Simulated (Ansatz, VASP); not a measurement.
AlN in VASP and in Ansatz

```
Al N
1.0
     3.35570    0.00000    0.00000
    -1.67785    2.90612    0.00000
     0.00000    0.00000    4.24267
Al N
2 2
Direct
  0.66667 0.33333 0.25000
  0.33333 0.66667 0.75000
  0.66667 0.33333 0.75000
  0.33333 0.66667 0.25000
```

Change from the starting cell: volume scaled by 1.04.

Alike in both runs: task single point; functional PBE; k mesh 9 × 9 × 7; occupations fermi-dirac, width 0.05 eV; no spin polarisation.

```csv
,VASP,Ansatz
version,VASP 6.6.1,Ansatz 0.2.0
potentials or method,"VASP PAW PBE potentials, release 64 (Al, N)",Ansatz PAW
plane-wave cutoff (eV),520,420
valence electrons in the cell,16,16
```

```tsv
	VASP	Ansatz	Ansatz less VASP
gap on the k mesh at the Fermi level (eV)	2.97	2.96	-0.008
least direct gap on the mesh (eV)	2.97	2.96	-0.008
pressure (GPa)	-7.5	-7.3	+0.25
largest component of the traceless stress (GPa)	1.03	0.89	-0.140
```

Caveats: an odd mesh through Γ misses points on the zone boundary, where band edges often lie (VASP); odd divisions of the mesh miss points on the zone boundary, where band edges often lie, so the gap on the mesh can be too wide (Ansatz); the pressure holds a Pulay correction of +0.5 GPa for the finite cutoff (Ansatz).
